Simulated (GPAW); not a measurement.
**MoP: single point with LDA**

MoP:

```xyz
2
Lattice="3.2230 0.0000 0.0000 -1.6115 2.7912 0.0000 0.0000 0.0000 3.1910" Properties=species:S:1:pos:R:3 pbc="T T T"
Mo    0.0000    0.0000    0.0000
P     0.0000    1.8608    1.5955
```

| Item | Value |
| --- | --- |
| Program | GPAW 26.7.0 |
| Task | single point |
| Functional | LDA |
| Potentials or basis | the program's PAW data sets (release 1.2.1) made for this functional |
| Cutoff | 500 eV |
| Basis | pw |
| k mesh | 8 × 8 × 7 |
| Occupations | fermi-dirac, width 0.05 eV |
| Spin | no spin polarisation |
| Maxiter | 120 |
| Convergence | default |

```json
{"Pressure": "-7.4 GPa", "Band gap on the k mesh": "none (metal or under the smearing width)"}
```

Stress tensor (GPa, compression positive):
```
-7.07  0.00  0.00
 0.00 -7.07  0.00
 0.00  0.00 -7.97
```

Levels at points of the mesh, in eV from the Fermi level:
```
           k point  band 6  band 7  band 8  band 9  band 10  band 11  band 12  band 13  band 14  band 15
(0.00, 0.00, 0.00)   -4.22   -3.34   -3.34   -0.76     0.23     0.23     4.05     4.05     5.49     8.89
(0.50, 0.50, 0.00)   -7.27   -3.95   -3.78   -1.31    -0.47     1.62     2.25     4.58     6.07     8.28
```

It took 13 s on 1 thread of Arm Neoverse V1, with other jobs on the host, peak memory 0.14 GiB.

Caveat: the cutoff is short for stress and forces, so pressures can be off by a GPa or more.
